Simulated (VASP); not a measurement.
A run of VASP 6.6.1 is set up as follows.

The input POSCAR:

```
MgS
1.0
    0.0000000000      2.8331200468      2.8331200468
    2.8331200468      0.0000000000      2.8331200468
    2.8331200468      2.8331200468      0.0000000000
S Mg
1 1
Direct
    0.2500000000      0.2500000000      0.2500000000
    0.0000000000      0.0000000000      0.0000000000
```

The input INCAR.step1:

```
PREC = Accurate
ENCUT = 450
EDIFF = 1E-8
ISMEAR = 0
SIGMA = 0.01
LREAL = F
LASPH = T
NELM = 80
ALGO = Fast
LWAVE = T
LCHARG = F
GGA = PE
```

Contents of INCAR.step2:

```
PREC = Accurate
ENCUT = 450
EDIFF = 1E-8
ISMEAR = 0
SIGMA = 0.01
LREAL = F
LASPH = T
NELM = 1
ALGO = Exact
LWAVE = T
LCHARG = F
GGA = PE
NBANDS = 35
LOPTICS = T
ISTART = 1
```

The input INCAR.step3:

```
PREC = Accurate
ENCUT = 450
EDIFF = 1E-8
ISMEAR = 0
SIGMA = 0.01
LREAL = F
LASPH = T
ALGO = EVGW0
LWAVE = F
LCHARG = F
GGA = PE
NELMGW = 1
NBANDS = 35
ENCUTGW = 160
NOMEGA = 50
PRECFOCK = Fast
ISTART = 1
NBANDSGW = 12
```

KPOINTS

```
regular mesh
0
Gamma
  4 4 4
```

Potentials or basis: VASP PAW PBE potentials, release 64 (S_GW, Mg_GW).

Launch:

```sh
$ cat potpaw_PBE.64/S_GW/POTCAR potpaw_PBE.64/Mg_GW/POTCAR > POTCAR
$ cp INCAR.step1 INCAR
$ mpirun -np 1 vasp_std > vasp.out
$ cp INCAR.step2 INCAR
$ mpirun -np 1 vasp_std > vasp.out
$ cp INCAR.step3 INCAR
$ mpirun -np 1 vasp_std > vasp.out
```

**Question.** Predict the quasiparticle gap.

**Answer.** 4.89 eV.

**Question.** Estimate the least direct quasiparticle gap.

**Answer.** 4.89 eV.

**Question.** Estimate the band gap on the k mesh, mean-field level.

**Answer.** 3.44 eV, direct.

Caveat: the k mesh is coarse (spacing up to 0.48 Å⁻¹), so the values aren't converged; bands, screening cutoff and mesh are small and nothing is extrapolated, so the quasiparticle values aren't converged. A k mesh can miss the band edges.
